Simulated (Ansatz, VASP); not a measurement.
This is a calculation of Au for VASP 6.6.1.

INCAR

```
PREC     = Accurate       # precision mode
ENCUT    = 520            # plane-wave cutoff, eV
EDIFF    = 1E-7           # SCF threshold, eV
ISMEAR   = -1             # smearing method
SIGMA    = 0.05           # smearing width, eV
LREAL    = F              # projectors in reciprocal space
LASPH    = T              # aspherical terms in the spheres
NELM     = 80             # most SCF steps
ALGO     = Normal         # electronic algorithm
ISIF     = 2              # what is computed and relaxed
LWAVE    = F              # write WAVECAR
LCHARG   = F              # write CHGCAR
GGA      = PS             # functional
NBANDS   = 18             # bands
```

KPOINTS

```
regular mesh
0
Gamma
  11 11 6
```

File POSCAR:

```
Au
1.0
    2.9192058577      0.0000000000      0.0000000000
   -1.4596029289      2.5281064317      0.0000000000
    0.0000000000      0.0000000000      4.9123188227
Au
2
Direct
    0.6666666667      0.3333333333      0.2500000000
    0.3333333333      0.6666666667      0.7500000000
```

Potentials or basis: VASP PAW PBE potentials, release 64 (Au).

The run is started by

```console
$ cat potpaw_PBE.64/Au/POTCAR > POTCAR
$ mpirun -np 1 vasp_std > vasp.out
```

Q: Translate it to Ansatz 0.2.0. Potentials there: Ansatz PAW.

A: As run (the cutoff follows the program's own potentials):

The input input.yaml:

```yaml
crystal:
  lattice:
    - [2.9192058577, 0.0, 0.0]
    - [-1.4596029289, 2.5281064317, 0.0]
    - [0.0, 0.0, 4.9123188227]
  atoms:
    - { symbol: Au, position: [0.6666666667, 0.3333333333, 0.25] }
    - { symbol: Au, position: [0.3333333333, 0.6666666667, 0.75] }
hamiltonian:
  xc: pbesol
  pseudopotentials: { kind: paw }
kpoints:
  mp_grid: { grid: [11, 11, 6] }
scf:
  occupations: { method: fermi_dirac, width: 0.05 }
output:
  forces: true
  stress: true
  eigenvalues: true
```

Potentials or basis: Ansatz PAW.

Run with:

```console
$ ansatz run input.yaml --threads 1 --pin off --max-ram 3584MiB --backend cpu --events-out ev --progress --plain --runs-dir out
```

Both were run:

|  | VASP | Ansatz | Ansatz less VASP |
| --- | --- | --- | --- |
| gap on the k mesh at the Fermi level (eV) | none | none | - |
| pressure (GPa) | -9.2 | -8.9 | +0.22 |
| largest component of the traceless stress (GPa) | 0.12 | 0.13 | +0.006 |

A gap of «none» marks a metal or a gap that the smearing closes. The two sets of potentials don't hold the same shells in valence.

Caveats: the PAW data sets were made with another functional, which shifts forces and pressure a little (VASP); the PAW data sets come from PBE, with cores solved anew for the run's functional, which leaves a small shift of forces and pressure (Ansatz). The runs have no spin-orbit coupling, so splittings on Au are missing.
